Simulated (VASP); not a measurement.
**MoS2: equation of state with PBE**

MoS2:

```xyz
3
Lattice="3.2275 0.0000 0.0000 -1.6137 2.7951 0.0000 0.0000 0.0000 6.3125" Properties=species:S:1:pos:R:3 pbc="T T T"
Mo    0.0000    0.0000    3.1562
S     1.6137    0.9317    4.7008
S     0.0000    1.8634    1.6117
```

Measurements of this composition are mostly on another form, of space group No. 194.

```yaml
Program: VASP 6.6.1
Task: equation of state
Functional: PBE
Potentials_or_basis: VASP PAW PBE potentials, release 64 (Mo_sv, S)
Cutoff: 520 eV
k_mesh: 9 × 9 × 4
Occupations: fermi-dirac, width 0.05 eV
Spin: no spin polarisation
Further_INCAR_settings: ALGO = Normal; EDIFF = 1e-07; NBANDS = 20
```

| Item | Value |
| --- | --- |
| Equilibrium volume | 19.13 Å³/atom |
| Bulk modulus at fixed shape and positions | 129 GPa |
| Pressure derivative of the bulk modulus | 4.4 |

Energy against volume, from the lowest point:
```
volume (Å³/atom)  energy (meV/atom)
          17.843              39.15
          18.222              18.52
          18.602               5.74
          18.982               0.00
          19.361               0.58
          19.741               6.84
          20.120              18.20
```

All runs of the series together: 4.2 min on 1 thread of Intel(R) Xeon(R) Platinum 8375C CPU @ 2.90GHz (Ice Lake), on a shared host.

Caveat: the cell was scaled at fixed shape and fractional positions, which overstates the stiffness of a crystal with free parameters, most of all of layers and chains; this functional lacks dispersion, which binds the layers, so the pressure and a relaxed spacing across them are unreliable.
